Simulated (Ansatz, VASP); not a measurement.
Two plane-wave programs on BiTe

INCAR

```
PREC = Accurate
ENCUT = 520
EDIFF = 1E-6
ISMEAR = 0
SIGMA = 0.15
LREAL = F
LASPH = T
NELM = 100
ALGO = Fast
ISIF = 2
LWAVE = F
LCHARG = T
GGA = PE
LELF = T
LVHAR = T
NBANDS = 18
```

The input KPOINTS:

```
regular mesh
0
Gamma
  14 14 14
```

Contents of POSCAR:

```
BiTe
1.0
    0.0000000000      3.2350000000      3.2350000000
    3.2350000000      0.0000000000      3.2350000000
    3.2350000000      3.2350000000      0.0000000000
Bi Te
1 1
Direct
    0.0000000000      0.0000000000      0.0000000000
    0.5000000000      0.5000000000      0.5000000000
```

Input for Ansatz:

```yaml
crystal:
  lattice:
    - [0.0, 3.235, 3.235]
    - [3.235, 0.0, 3.235]
    - [3.235, 3.235, 0.0]
  atoms:
    - { symbol: Bi, position: [0.0, 0.0, 0.0] }
    - { symbol: Te, position: [0.5, 0.5, 0.5] }
basis:
  ecutwfc: 420
kpoints:
  mp_grid: { grid: [14, 14, 14] }
hamiltonian:
  xc: pbe
scf:
  occupations: { method: gaussian, width: 0.15 }
output:
  forces: true
  stress: true
  eigenvalues: true
```

Alike in both runs: task single point; functional PBE; k mesh 14 × 14 × 14; occupations gaussian, width 0.15 eV; no spin polarisation.

|  | VASP | Ansatz |
| --- | --- | --- |
| version | VASP 6.6.1 | Ansatz 0.2.0 |
| potentials or method | VASP PAW PBE potentials, release 64 (Bi_d, Te) | scalar-relativistic, plane waves, PAW |
| plane-wave cutoff (eV) | 520 | 420 |
| valence electrons in the cell | 21 | 31 |

```csv
,VASP,Ansatz,Ansatz less VASP
gap on the k mesh at the Fermi level (eV),none,none,-
pressure (GPa),0.7,0.8,+0.04
```

A gap of «none» marks a metal or a gap that the smearing closes. With one functional, cell and mesh, what is left measures potentials, basis and numerics. The two sets of potentials don't hold the same shells in valence.

Caveats: spin-orbit coupling is left out, which moves the levels of the heavy elements.
